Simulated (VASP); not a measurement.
W:

```
CELL_PARAMETERS angstrom
5.03631 0.00000 0.00000
0.00000 5.03631 0.00000
0.00000 0.00000 5.03631
ATOMIC_POSITIONS crystal
W 0.25000 0.00000 0.50000
W 0.75000 0.00000 0.50000
W 0.00000 0.50000 0.25000
W 0.00000 0.50000 0.75000
W 0.50000 0.75000 0.00000
W 0.50000 0.25000 0.00000
W 0.00000 0.00000 0.00000
W 0.50000 0.50000 0.50000
```

This isn't the form of W at room conditions, which is bcc.

Base run:

| Property | Result |
| --- | --- |
| Program | VASP 6.6.1 |
| Functional | PBEsol |
| Potentials or basis | VASP PAW PBE potentials, release 64 (W_sv) |
| Cutoff | 900 eV |
| k mesh | 8 × 8 × 8 |
| Occupations | gaussian, width 0.1 eV |
| Spin | no spin polarisation |

Its results: band gap on the k mesh none (metal or under the smearing width); pressure 0.0 GPa.

Task: The run is repeated on the same cell with these changes: functional from PBEsol to r2SCAN; cutoff from 900 eV to 520 eV. What comes out?

Result: Band gap on the k mesh none (metal or under the smearing width); pressure 4.5 GPa.

Caveats: the PAW data sets were made with another functional, which shifts forces and pressure a little.
